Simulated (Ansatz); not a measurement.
Level of theory: DFT PBE, scalar-relativistic, plane waves, PAW in Ansatz 0.2.0. All cells share a 420 eV cutoff and Γ-centred k meshes spaced at most about 0.3 Å⁻¹ (about 0.25 or finer for metals, 2π included). No spin polarisation.

All energies are static (0 K, no zero-point motion).

Two relaxed structures of SiMo₃:

A.

```
Si Mo
1.0
     5.42158    0.00000    0.00000
    -2.71079    4.69522    0.00000
     0.00000    0.00000    4.70665
Si Mo
2 6
Direct
  0.33333 0.66667 0.25000
  0.66667 0.33333 0.75000
  0.66571 0.83286 0.75000
  0.16714 0.33429 0.75000
  0.16714 0.83286 0.75000
  0.83286 0.66571 0.25000
  0.33429 0.16714 0.25000
  0.83286 0.16714 0.25000
```

B.

```
Si Mo
1.0
     4.90645    0.00000    0.00000
     0.00000    4.90645    0.00000
     0.00000    0.00000    4.90645
Si Mo
2 6
Direct
  0.50000 0.50000 0.50000
  0.00000 0.00000 0.00000
  0.00000 0.50000 0.25000
  0.00000 0.50000 0.75000
  0.50000 0.75000 0.00000
  0.50000 0.25000 0.00000
  0.75000 0.00000 0.50000
  0.25000 0.00000 0.50000
```

Question: Which would you expect to be lower, and how large is the difference?

Answer: B is lower, by 232 meV/atom. A has the Ni3Sn (D0_19) type, space group P6_3/mmc (No. 194), 15.0 Å³/atom and no gap on its mesh; B has the A15 type, space group Pm-3n (No. 223), 14.8 Å³/atom and no gap. Counting Mo atoms around Si (those within 1.25 times the shortest such distance or 1.15 times the sum of covalent radii, 1.27 where that leaves under three), A and B both have Si 12. Origin: A, invented; B, reached from a cell as deposited in COD, among other starts. Shaken at random and relaxed again, B came back. Checks on B: no imaginary mode at Γ (other wave vectors untested).

Cells without such a test can be saddle points.
